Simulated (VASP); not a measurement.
K, 5 atoms in the cell. It takes space group Cmmm (No. 65, orthorhombic). Conventional cell: a = 8.920 Å, b = 13.006 Å, c = 8.659 Å, α = 90.00°, β = 90.00°, γ = 90.00°. K (site symmetry 2) has 4 K at 4.28 to 4.46 Å as nearest neighbours. This isn't the form of K at room conditions, which is bcc.

* Program: VASP 6.6.1
* Task: single point
* Functional: PBE
* Potentials or basis: VASP PAW PBE potentials, release 54 (K_sv)
* Cutoff: 520 eV
* k mesh: 4 × 4 × 3
* Occupations: gaussian, width 0.05 eV
* Spin: no spin polarisation
* Further INCAR settings: ALGO = Normal; EDIFF = 1e-07; NBANDS = 30

Potentials or basis: VASP PAW PBE potentials, release 54 (K_sv).

The run is started by

```console
$ cat potpaw_PBE.54/K_sv/POTCAR > POTCAR
$ mpirun -np 1 vasp_std > vasp.out
```

Hardware: 1 thread of Intel(R) Xeon(R) 6975P-C (Granite Rapids) (shared host).

Question: How long does it take, and how much memory?

Answer: It took 100 s on 1 thread of Intel(R) Xeon(R) 6975P-C (Granite Rapids), with other jobs on the host, peak memory 0.58 GiB. Counts: scf iterations 14, k points 14.
